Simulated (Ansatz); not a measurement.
Ti under pressure: fit and missing row

Ti, Fm-3m, a = 4.056 Å. This isn't the element's structure at ambient conditions. Ansatz: PBEsol, PAW, 420 eV, Γ-centred 18×18×18 mesh on 1 atom, Gaussian smearing 0.10 eV; no spin polarisation. Cell and atoms are relaxed at each pressure, and no other structure is tried, so the rows at high pressure may lie past a change of phase.

```
V (Å³/atom) P (GPa)
          ?    60.02
     13.774    30.00
     14.948    15.00
     15.667     7.93
     16.265     3.00
     16.680     0.00
     17.134    -2.94
```

Question: Take V0 = 16.680 Å³/atom, fit the third-order Birch–Murnaghan form to the other rows, and predict the missing volume.

Answer: With the Eulerian strain f = ½[(V0/V)^(2/3) − 1] and y = P/[3f(1 + 2f)^(5/2)], the form is the line y = B0 + 1.5 B0 (B0′ − 4) f. Rows (f, y): 0.06806, 106.8; 0.03791, 109.9; 0.02133, 111.6; 0.00847, 113.2; -0.00887, 115.5. Means f = 0.02538, y = 111.40; Σ(Δf)² = 0.003454, ΣΔfΔy = -0.3868; the slope is their ratio. y = 114.2 − 112.0 f GPa, so B0 = 114.2 GPa and B0′ = 4 + 2 × (-112.0)/(3 × 114.2) = 3.35. P = 60.02 GPa is met at f = 0.11699 (y = 101.10), so V = V0 (1 + 2f)^(−3/2) = 12.168 Å³/atom. The run gave 12.169 Å³/atom, so the fit is 0.001 Å³/atom too low, within the rms miss on the fitted rows (0.002 Å³/atom). The form still works here, 91 % of the fitted range beyond its end.

The mesh isn't the same in all rows (18×18×18, 20×20×20).

The compression curve of fcc Ti is smooth, and a single third-order form carries it to 60.02 GPa. The normalised pressure y falls steadily with strain through all the fitted rows, which is why B0′ comes out at 3.35, below the value of 4 at which the form reduces to second order. The metal still stiffens as it is squeezed, but rather slowly.

The likely reason is the electronic structure of an early transition metal. Compression raises the broad s and p states relative to the d states, so electrons move into a d band that is less than half full. The added occupation goes mainly into bonding states, whose attraction offsets part of the growing kinetic and core-overlap repulsion. This transfer is gradual, which fits the success of the extrapolation. B0 of 114.2 GPa is also close to what is known for hcp Ti, as expected for two close-packed structures with similar local bonding. A good volume prediction doesn't by itself establish the s–d transfer, which would need band occupations followed along the compression path.
